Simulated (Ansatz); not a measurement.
# PbSe in Ansatz: notebook

Runs on PbSe. Level: PBEsol. Tasks: single point, equation of state.

All numbers are computed with Ansatz 0.2.0; they aren't measurements. Logs are shortened: lines on timing, memory, paths and dates and some standing lists are left out, and cuts for length are marked.

## 1. The structure

The cell holds a slab with vacuum, 4 atoms: a = 4.415 Å, b = 4.415 Å, c = 12.399 Å, α = 100.23°, β = 100.23°, γ = 90.13°.

## 2. Single point, PBEsol, 54.97 Å³/atom (volume scaled by 0.94)

Input file input.yaml:

```yaml
crystal:
  lattice:
    - [4.3247648758, 0.0, 0.0]
    - [-0.010100536, 4.3247530808, 0.0]
    - [-2.1573321698, -2.1623765405, 11.7558159939]
  atoms:
    - { symbol: Pb, position: [0.80684, 0.807304, 0.618443] }
    - { symbol: Pb, position: [0.185454, 0.19981, 0.382376] }
    - { symbol: Se, position: [0.287332, 0.323146, 0.623194] }
    - { symbol: Se, position: [0.684266, 0.699895, 0.377965] }
kpoints:
  mp_grid: { grid: [6, 6, 3] }
scf:
  occupations: { method: fermi_dirac, width: 0.05 }
hamiltonian:
  xc: pbesol
  pseudopotentials: { kind: all_electron, lapw: { basis_error: 0.002 } }
output:
  forces: true
  stress: true
  eigenvalues: true
```

Potentials or basis: all-electron LAPW, scalar-relativistic.

Command:

```
ansatz run input.yaml --threads 2 --pin off --max-ram 6144MiB --backend cpu --events-out ev --progress --plain --runs-dir out
```

The program printed:

```text
Warning: RAYON_NUM_THREADS=2 ignored (pool sized by the plan → 2); use --threads N
LAPW: plane waves up to 7.477 Å⁻¹, error target 2.0e-3 eV per atom; small_component_spin mean_spin; Se in spheres of 1.335 Å, 24 of its electrons in bands, Dirac shells []; Pb in spheres of 1.493 Å, 36 of its electrons in bands, Dirac shells [] (how accurate: hamiltonian.pseudopotentials.lapw.basis_error, Limitations)
Engine: ansatz 0.2.0, aarch64-unknown-linux-gnu
Pseudopotentials: kind: all_electron
Pseudopotential: Pb, LAPW, valence charge 36, lapw/all_electron/scalar/gaussian/Pb, Koelling and Harmon's equation, gaussian nucleus
Pseudopotential: Se, LAPW, valence charge 24, lapw/all_electron/scalar/gaussian/Se, Koelling and Harmon's equation, gaussian nucleus
Functional definition: PBEsol
  exchange = pbesol_x
  correlation = pbesol_c
Crystal: 4 atoms, lattice volume = 219.875 Å³
Basis set: ecut = 212.99746864166912 eV, 1535 PW (Γ), exchange–correlation at level 2
Bands: 72, of which v1, the nominal top of the filled ones, is band 60 counted from 1 (59 counted from 0)
Symmetry: 1 space group operations
Space group: P1 (ITA 1), of the structure as read, at distance tolerance 6.0e-5 Å
k-points: 56 of 108 (time reversal used)
Non-local potential: Pb, projectors of the file, none
Non-local potential: Se, projectors of the file, none
Initial density: superposition of atomic densities (neutral atoms: chi_scale 0, normalization atom)
Initial wavefunctions: plane waves of lowest kinetic energy (no species holds an atomic orbital)
Functional: x = pbesol(κ = 0.804, μ = 0.12345679012345678), c = pbesol(β = 0.046)
iter 1 solved again at ethr=1.80e-3 eV; its pass at ethr=1.00e-1 eV (dr2=2.15e0 eV) is discarded
[... 15 lines left out ...]
Harris-Foulkes:  -1267993.609295 eV  (|F-HF|=4.94e-8)
Internal energy: -1267993.609295 eV  (E = F + TS)
E sigma→0 (E₀):  -1267993.609295 eV
Entropy (-TS):   -0.000000 eV (-0.000 meV/atom)
Fermi energy:    4.341033 eV
--- Per-component energies (eV) ---
  E_band       = -8619.688408
  E_kinetic    = 1444746.527691
  E_xc         = -25554.420738
  E_electrostatic = -2687185.716248  (all electrons and nuclei)
  E_smearing   = -0.000000  (= −TS)
  E_closure    = 0.000000  (closes the sum)
  E_atoms      = -1267976.291112  (free atoms, spherical and without spin; not in F)
  Σ components = -1267993.609295   (vs F -1267993.609295, Δ=0.00e0)
  Basis errors (estimates in eV, not in F): energy 9.0e-4 per atom: plane waves 8.3e-4 (4.9e-4 summed), levels above the bands 9.0e-68, relativity 1.2e-7, radial functions 6.9e-5, core shells 1.9e-7; eigenvalues (radial functions only) 2.8e-6; not estimated: angular momenta, meshes, grids; target (lapw.basis_error) 2.0e-3; muffin-tin radii Se 1.335 Å, Pb 1.493 Å
--- Forces (eV/Å), atoms counted from 1 ---
  atom   1  Pb    -0.07002534     0.05267129    -0.13885197
  atom   2  Pb     0.01538820    -0.01219946     0.16383896
  atom   3  Se     0.13708515    -0.04147520    -0.14056035
  atom   4  Se    -0.08245279     0.00100690     0.11557375
  max |Σ_I F_I| component: 4.77e-6 eV/Å
--- Stress (GPa, compression-positive) ---
       -0.038556       0.015526       0.144289
        0.015526      -0.038560       0.020903
        0.144289       0.020903      -0.570565
  P = ⅓ Tr σ = -0.2159 GPa (-2.159 kbar)
--- Band table (eV; the first three rows and the last of 56) ---
  k-point 0: bands = ["-202.9983", "-202.9951", "-142.6654", "-142.6646", "-142.6618", "-142.6611", "-142.6576", "-142.6548", "-135.4095", "-135.3899", "-124.4609", "-124.4608", "-124.4596", "-124.4572", "-124.4550", "-124.4546", "-124.4534", "-124.4410", "-124.4409", "-124.4393", "-124.4371", "-124.4352", "-124.4344", "-124.4334", "-77.2018", "-77.1981", "-77.1965", "-77.1832", "-77.1785", "-77.1765", "-43.1002", "-43.0981", "-43.0964", "-43.0943", "-43.0942", "-43.0925", "-43.0912", "-43.0912", "-43.0891", "-43.0884", "-12.8376", "-12.7182", "-12.7153", "-12.7020", "-12.7009", "-12.6956", "-12.6894", "-12.6712", "-12.6585", "-12.6573", "-9.3648", "-8.2129", "-3.4515", "-2.5761", "0.4676", "1.0617", "1.0799", "2.0713", "2.0869", "3.0650", "5.6524", "7.4933", "7.9493", "8.5619", "8.7338", "8.7795", "9.3232", "9.4019", "9.8803", "10.5212", "11.7236", "11.8756"]
  k-point 1: bands = ["-202.9983", "-202.9951", "-142.6654", "-142.6646", "-142.6618", "-142.6611", "-142.6576", "-142.6548", "-135.4095", "-135.3899", "-124.4609", "-124.4608", "-124.4596", "-124.4572", "-124.4550", "-124.4546", "-124.4534", "-124.4410", "-124.4409", "-124.4393", "-124.4371", "-124.4352", "-124.4344", "-124.4334", "-77.2018", "-77.1981", "-77.1965", "-77.1832", "-77.1785", "-77.1765", "-43.1002", "-43.0981", "-43.0964", "-43.0943", "-43.0943", "-43.0925", "-43.0912", "-43.0912", "-43.0891", "-43.0885", "-12.8376", "-12.7182", "-12.7153", "-12.7021", "-12.7009", "-12.6956", "-12.6894", "-12.6712", "-12.6585", "-12.6573", "-9.3648", "-8.2129", "-3.4516", "-2.5760", "0.4692", "1.0617", "1.0799", "2.0713", "2.0870", "3.0624", "5.5695", "7.9490", "7.9766", "8.5440", "8.7338", "8.7799", "9.3222", "9.3901", "9.4149", "9.8820", "11.8567", "11.8627"]
  k-point 2: bands = ["-202.9983", "-202.9951", "-142.6654", "-142.6646", "-142.6618", "-142.6611", "-142.6576", "-142.6548", "-135.4095", "-135.3899", "-124.4609", "-124.4608", "-124.4596", "-124.4572", "-124.4550", "-124.4546", "-124.4534", "-124.4410", "-124.4409", "-124.4393", "-124.4371", "-124.4352", "-124.4344", "-124.4334", "-77.2018", "-77.1981", "-77.1965", "-77.1832", "-77.1785", "-77.1765", "-43.1002", "-43.0981", "-43.0964", "-43.0943", "-43.0942", "-43.0925", "-43.0912", "-43.0911", "-43.0891", "-43.0885", "-12.8224", "-12.7189", "-12.7093", "-12.7053", "-12.7020", "-12.7002", "-12.6836", "-12.6742", "-12.6621", "-12.6576", "-9.2280", "-8.1763", "-3.8101", "-2.9883", "0.5883", "1.3031", "1.4217", "2.2688", "2.5299", "3.0036", "5.6063", "7.2178", "7.6840", "7.7669", "7.9317", "8.5092", "8.5743", "9.3983", "10.3451", "10.5443", "11.3502", "11.9744"]
  k-point 55: bands = ["-202.9983", "-202.9951", "-142.6654", "-142.6646", "-142.6618", "-142.6611", "-142.6576", "-142.6548", "-135.4095", "-135.3899", "-124.4609", "-124.4608", "-124.4596", "-124.4572", "-124.4550", "-124.4546", "-124.4534", "-124.4410", "-124.4409", "-124.4393", "-124.4371", "-124.4352", "-124.4344", "-124.4334", "-77.2018", "-77.1981", "-77.1966", "-77.1832", "-77.1785", "-77.1765", "-43.1002", "-43.0980", "-43.0964", "-43.0942", "-43.0941", "-43.0925", "-43.0912", "-43.0911", "-43.0891", "-43.0884", "-12.8245", "-12.8193", "-12.7173", "-12.7170", "-12.6998", "-12.6920", "-12.6615", "-12.6611", "-12.6559", "-12.6378", "-7.9977", "-7.9928", "-3.6107", "-3.5996", "-0.6736", "-0.6526", "0.5791", "0.5919", "2.1126", "2.1254", "7.1982", "7.2188", "8.6095", "8.6320", "9.2774", "9.3157", "10.1294", "10.1498", "11.1180", "11.3462", "11.3918", "11.7207"]
```

It took 3.1 min on 2 threads of Arm Neoverse V1, shared host; peak memory 0.86 GiB.

Results:

```
Free energy            : -1267993.6093 eV
Largest force          : 0.201 eV/Å
Band gap on the k mesh : 1.51 eV, direct
```

Caveat: spin-orbit coupling is left out, which as a rule narrows the gap of such compounds by several tenths of an eV.

## 3. Single point, PBEsol, 56.14 Å³/atom (volume scaled by 0.96)

input.yaml: that of step 2 with these lines changed.

```diff
@@ -2,5 +2,5 @@
   lattice:
-    - [4.3247648758, 0.0, 0.0]
-    - [-0.010100536, 4.3247530808, 0.0]
-    - [-2.1573321698, -2.1623765405, 11.7558159939]
+    - [4.35522197, 0.0, 0.0]
+    - [-0.0101716689, 4.3552100919, 0.0]
+    - [-2.1725251505, -2.177605046, 11.8386061582]
   atoms:
```

Potentials or basis: all-electron LAPW, scalar-relativistic.

Command:

```
ansatz run input.yaml --threads 2 --pin off --max-ram 6144MiB --backend cpu --events-out ev --progress --plain --runs-dir out
```

It took 3 min on 2 threads of Arm Neoverse V1, shared host; peak memory 0.86 GiB.

The run converged. Its results:

```
Free energy            : -1267993.5954 eV
Largest force          : 0.272 eV/Å
Band gap on the k mesh : 1.51 eV, direct
```

Caveat: spin-orbit coupling is left out, which as a rule narrows the gap of such compounds by several tenths of an eV.

## 4. Single point, PBEsol, 57.31 Å³/atom (volume scaled by 0.98)

input.yaml: that of step 3 with these lines changed.

```diff
@@ -2,5 +2,5 @@
   lattice:
-    - [4.35522197, 0.0, 0.0]
-    - [-0.0101716689, 4.3552100919, 0.0]
-    - [-2.1725251505, -2.177605046, 11.8386061582]
+    - [4.3852589327, 0.0, 0.0]
+    - [-0.0102418205, 4.3852469728, 0.0]
+    - [-2.187508556, -2.1926234864, 11.920254298]
   atoms:
```

Command:

```
ansatz run input.yaml --threads 2 --pin off --max-ram 6144MiB --backend cpu --events-out ev --progress --plain --runs-dir out
```

Run time: 3.1 min. Hardware: 2 threads of Arm Neoverse V1, shared host; peak memory 0.85 GiB.

Results (log left out):

| Property | Result |
| --- | --- |
| Free energy | -1267993.5675 eV |
| Largest force | 0.370 eV/Å |
| Band gap on the k mesh | 1.51 eV, direct |

Caveat: spin-orbit coupling is left out, which as a rule narrows the gap of such compounds by several tenths of an eV.

## 5. Single point, PBEsol, 58.48 Å³/atom

input.yaml: that of step 4 with these lines changed.

```diff
@@ -2,5 +2,5 @@
   lattice:
-    - [4.3852589327, 0.0, 0.0]
-    - [-0.0102418205, 4.3852469728, 0.0]
-    - [-2.187508556, -2.1926234864, 11.920254298]
+    - [4.4148899595, 0.0, 0.0]
+    - [-0.0103110241, 4.4148779187, 0.0]
+    - [-2.2022894676, -2.2074389594, 12.000799]
   atoms:
```

Command:

```
ansatz run input.yaml --threads 2 --pin off --max-ram 6144MiB --backend cpu --events-out ev --progress --plain --runs-dir out
```

Wall time 2.9 min (2 threads of Arm Neoverse V1, shared host); peak memory 0.85 GiB.

Results (log left out):

* Free energy: -1267993.5272 eV
* Largest force: 0.462 eV/Å
* Band gap on the k mesh: 1.51 eV, direct

Caveat: spin-orbit coupling is left out, which as a rule narrows the gap of such compounds by several tenths of an eV.

## 6. Single point, PBEsol, 59.65 Å³/atom (volume scaled by 1.02)

input.yaml: that of step 5 with these lines changed.

```diff
@@ -2,5 +2,5 @@
   lattice:
-    - [4.4148899595, 0.0, 0.0]
-    - [-0.0103110241, 4.4148779187, 0.0]
-    - [-2.2022894676, -2.2074389594, 12.000799]
+    - [4.4441284934, 0.0, 0.0]
+    - [-0.010379311, 4.4441163729, 0.0]
+    - [-2.2168745911, -2.2220581865, 12.0802768063]
   atoms:
```

Potentials or basis: all-electron LAPW, scalar-relativistic.

Command:

```
ansatz run input.yaml --threads 2 --pin off --max-ram 6144MiB --backend cpu --events-out ev --progress --plain --runs-dir out
```

It took 2.8 min on 2 threads of Arm Neoverse V1, shared host; peak memory 0.85 GiB.

The run converged. Its results:

- Free energy: -1267993.4759 eV
- Largest force: 0.546 eV/Å
- Band gap on the k mesh: 1.51 eV, direct

Caveat: spin-orbit coupling is left out, which as a rule narrows the gap of such compounds by several tenths of an eV.

## 7. Single point, PBEsol, 60.82 Å³/atom (volume scaled by 1.04)

input.yaml: that of step 6 with these lines changed.

```diff
@@ -2,5 +2,5 @@
   lattice:
-    - [4.4441284934, 0.0, 0.0]
-    - [-0.010379311, 4.4441163729, 0.0]
-    - [-2.2168745911, -2.2220581865, 12.0802768063]
+    - [4.4729872793, 0.0, 0.0]
+    - [-0.010446711, 4.47297508, 0.0]
+    - [-2.231270284, -2.2364875401, 12.1587223602]
   atoms:
```

Command:

```
ansatz run input.yaml --threads 2 --pin off --max-ram 6144MiB --backend cpu --events-out ev --progress --plain --runs-dir out
```

It took 3 min on 2 threads of Arm Neoverse V1, shared host; peak memory 0.85 GiB.

It converged, with:

```yaml
Free_energy: -1267993.4147 eV
Largest_force: 0.624 eV/Å
Band_gap_on_the_k_mesh: 1.51 eV, direct
```

Caveat: spin-orbit coupling is left out, which as a rule narrows the gap of such compounds by several tenths of an eV.

## 8. Single point, PBEsol, 61.99 Å³/atom (volume scaled by 1.06)

input.yaml: that of step 7 with these lines changed.

```diff
@@ -2,5 +2,5 @@
   lattice:
-    - [4.4729872793, 0.0, 0.0]
-    - [-0.010446711, 4.47297508, 0.0]
-    - [-2.231270284, -2.2364875401, 12.1587223602]
+    - [4.5014784123, 0.0, 0.0]
+    - [-0.0105132524, 4.5014661353, 0.0]
+    - [-2.2454825799, -2.2507330677, 12.2361685397]
   atoms:
```

Command:

```
ansatz run input.yaml --threads 2 --pin off --max-ram 6144MiB --backend cpu --events-out ev --progress --plain --runs-dir out
```

Wall time 2.8 min (2 threads of Arm Neoverse V1, shared host); peak memory 0.84 GiB.

Results (log left out):

| Property | Result |
| --- | --- |
| Free energy | -1267993.3448 eV |
| Largest force | 0.697 eV/Å |
| Band gap on the k mesh | 1.51 eV, direct |

Caveat: spin-orbit coupling is left out, which as a rule narrows the gap of such compounds by several tenths of an eV.

## 9. Equation of state, PBEsol

Potentials or basis: all-electron LAPW, scalar-relativistic.

This step only gathers the single runs of the series.

What came out:

```yaml
Equilibrium_volume: "54.50 Å³/atom (rough: see the caveat)"
Bulk_modulus_at_fixed_shape_and_positions: 26 GPa (rough)
```

Energy against volume, from the lowest point:
```
volume (Å³/atom)  energy (meV/atom)
          54.969               0.00
          56.138               3.48
          57.308              10.45
          58.477              20.52
          59.647              33.36
          60.817              48.65
          61.986              66.13
```

Caveat: the minimum lies outside the volumes run; the cell was scaled at fixed shape and fractional positions, which overstates the stiffness of a crystal with free parameters, most of all of layers and chains. The run has no spin-orbit coupling, so splittings on Pb are missing.
